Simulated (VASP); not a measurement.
Here is a VASP 6.6.1 calculation.

INCAR

```
SYSTEM = Ti3HSe3
PREC = Accurate
ENCUT = 520
EDIFF = 1E-6
ISMEAR = -1
SIGMA = 0.05
LREAL = .FALSE.
LASPH = .TRUE.
NELM = 100
ALGO = Fast
ISIF = 2
LWAVE = .FALSE.
LCHARG = .TRUE.
GGA = CA
LELF = .TRUE.
LVHAR = .TRUE.
NBANDS = 68
```

Contents of KPOINTS:

```
regular mesh
0
G
  2 2 1
  0 0 0
```

POSCAR

```
Ti3HSe3
1.0
    5.9394410000      0.0000000000      0.0000000000
   -2.9697210000      6.9790320000      0.0000000000
    0.0000000000      0.0000000000     16.5705590000
Ti Se H
6 6 2
Direct
    0.0000000000      0.0000000000      0.0603479943
    0.8105345750      0.5202583969      0.1190545231
    0.5379767521      0.0491902029      0.1535916803
    0.3169636416      0.5910275236      0.2072953604
    0.1629119022      0.1426415583      0.2102403425
    0.8606360632      0.6489152077      0.2771300594
    0.2158804371      0.7650917778      0.0854225859
    0.3937715441      0.2946683723      0.0756401760
    0.7449141769      0.8076764801      0.1708994850
    0.8894664321      0.3278534903      0.2267937974
    0.2977217319      0.8976603059      0.2799422759
    0.4062112107      0.4067612815      0.3229945351
    0.7236275159      0.8212027112      0.3288181165
    0.8408220906      0.8205865799      0.3575437618
```

Potentials or basis: VASP PAW LDA potentials, release 64 (Ti_sv, Se, H).

Command:

```bash
$ cat potpaw_LDA.64/Ti_sv/POTCAR potpaw_LDA.64/Se/POTCAR potpaw_LDA.64/H/POTCAR > POTCAR
$ mpirun -np 1 vasp_std > vasp.out
```

Estimate the band gap on the k mesh.

none (metal or under the smearing width).

Estimate the largest force.

1.739 eV/Å.

Forces in eV/Å, atoms in the order of the input:
```
Ti   1.275  0.177  1.150
Ti  -0.063  0.177  0.534
Ti  -0.269  0.090 -0.572
Ti  -0.659  0.116  0.505
Ti  -0.334  0.063 -0.119
Ti   0.073 -1.705  0.333
Se   0.071 -0.208 -1.232
Se  -0.314 -0.381  0.405
Se   0.062  0.865 -0.531
Se  -0.439  0.606  0.172
Se   0.174 -0.409  0.193
Se   0.466  0.581 -0.918
H    0.388 -0.137  0.170
H   -0.430  0.165 -0.090
```

Caveat: the k mesh is coarse (spacing up to 0.57 Å⁻¹), so the values aren't converged.
